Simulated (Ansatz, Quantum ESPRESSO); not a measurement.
# Ballistic conductance of 12 planar junctions in two codes

Do pwcond's layer matching and a second code's give the same conductance at the Fermi level?

Set-up. Quantum ESPRESSO 7.5 (pw.x, pwcond.x; lead and junction from one periodic cell, ewind 4 Ry, epsproj 1e-5, nz1 7) and Ansatz 0.2.0 (PAW) on the same atoms and the same mesh across the current. Geometries are as built. G counts both spins, in G₀ = 2e²/h = 77.48 µS.

The runs side by side:

| junction | level of pw.x | lead channels per spin | pwcond (G₀) | Ansatz (G₀) | ratio | area over G (fΩ m²) |
| --- | --- | --- | --- | --- | --- | --- |
| vacuum gap of 3.5 Å between two Pt(111) faces | LDA, GBRV ultrasoft | 1.89 | 0.563 | 0.556 | 1.01 | 1.56 |
| vacuum gap of 3.5 Å between two Rh(100) faces ‡ | PBE, GBRV ultrasoft | 1.80 | 0.561 | 0.704 | 0.80 | in doubt |
| 4 layers of Na in Ca(100), on the host's sites | PBE, GBRV ultrasoft | 1.10 | 0.557 | 0.557 | 1.00 | 3.53 |
| 1 layer of Nb in Pb(100), on the host's sites | PBE, GBRV ultrasoft | 1.55 | 0.55 | 0.533 | 1.03 | 2.97 |
| vacuum gap of 3.5 Å between two Ta(100) faces | PBE, JTH PAW | 2.60 | 0.532 | 0.522 | 1.02 | 2.67 |
| 1 layer of Mo in Pd(100), on the host's sites ‡ | PBEsol, GBRV ultrasoft | 1.89 | 0.491 | 0.415 | 1.18 | 2.04 |
| 2 layers of Pt in Cu(100), on the host's sites | PBE, GBRV ultrasoft | 0.89 | 0.479 | 0.434 | 1.10 | 1.79 |
| 2 layers of Fe in W(110), on the host's sites † | PBE, JTH PAW | - | 0.466 | 0.438 | 1.07 | 1.98 |
| vacuum gap of 3.5 Å between two Ag(100) faces | LDA, GBRV ultrasoft | 0.92 | 0.466 | 0.466 | 1.00 | 2.39 |
| 1 layer of W in Li(110), on the host's sites | PBE, JTH PAW | 0.90 | 0.462 | 0.461 | 1.00 | 2.34 |
| vacuum gap of 4.0 Å between two Li(100) faces ‡ | LDA, GBRV ultrasoft | 1.09 | 0.457 | 0.464 | 0.99 | 3.34 |
| 4 layers of Pd in Mo(110), on the host's sites | PBEsol, GBRV ultrasoft | 0.97 | 0.395 | 0.39 | 1.01 | 2.31 |

**Reading.** The conductance spans 0.395 to 0.563 G₀. The codes agree within 5 % on 8 and within 15 % on 10 of 12 junctions; the widest gap is a ratio of 0.80 (vacuum gap of 3.5 Å between two Rh(100) faces ‡), where at least one of the two values is off. By hand, for the first row: A/G = 6.825e−20 m² / (0.563 × 7.748e−5 S) = 1.56 fΩ m².

What the numbers leave out: ‡ marks rows that fail one of these tests: mean channel counts within 15 %, counts alike on 88 % of the mesh's weight, T within a factor of two, a step under 100 meV across the lead's period. They stay in the counts above, and unmarked rows can lie close to these limits. † keeps a magnetic moment. Rows without a moment ran or ended unpolarised, and spin-orbit coupling is left out. Leads are short, and the mesh across the current differs between rows and was not tested: the channel count of one lead shows how much it matters. Vacuum gaps count between atomic planes. Rows were grouped by the size of G.
